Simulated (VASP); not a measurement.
Write the native input for VASP 6.6.1 that does the following.

```
Task                   : single point
Functional             : PBE
Potentials or basis    : VASP PAW PBE potentials, release 64 (Nb_sv)
Cutoff                 : 520 eV
k mesh                 : 12 × 12 × 12
Occupations            : gaussian, width 0.1 eV
Spin                   : no spin polarisation
Dipole correction      : no
Further INCAR settings : ALGO = Fast; EDIFF = 1e-07; NBANDS = 26
```

The structure of Nb lies in POSCAR:

```
Nb
1.0
    3.9852834399      0.0000000000      0.0000000000
    0.0000000000      3.9852834399      0.0000000000
    0.0000000000      0.0000000000      3.9852834399
Nb
3
Direct
    0.5000000000      0.0000000000      0.0000000000
    0.0000000000      0.5000000000      0.0000000000
    0.0000000000      0.0000000000      0.5000000000
```

The cell was built by a generator and needn't be a form met in nature.

The cell isn't the ideal one: random cell by space group and Wyckoff sites (Pm-3m, No. 221).

These files were run (other wordings do the same):

INCAR

```
ALGO = Fast
EDIFF = 1E-7
ENCUT = 520
GGA = PE
ISIF = 2
ISMEAR = 0
LASPH = True
LCHARG = True
LELF = True
LREAL = False
LVHAR = True
LWAVE = False
NBANDS = 26
NELM = 100
PREC = Accurate
SIGMA = 0.1
```

KPOINTS

```
k-points
0
Gamma
  12 12 12
```

Potentials or basis: VASP PAW PBE potentials, release 64 (Nb_sv).

Command:

```sh
$ cat potpaw_PBE.64/Nb_sv/POTCAR > POTCAR
$ mpirun -np 1 vasp_std > vasp.out
```

It gave:

```json
{
 "Pressure": "-0.2 GPa",
 "Band gap on the k mesh": "none (metal or under the smearing width)"
}
```

It took 2.6 min on 1 thread of AMD EPYC 9R45 96-Core Processor (Zen 5), on a shared host, peak memory 0.2 GiB.
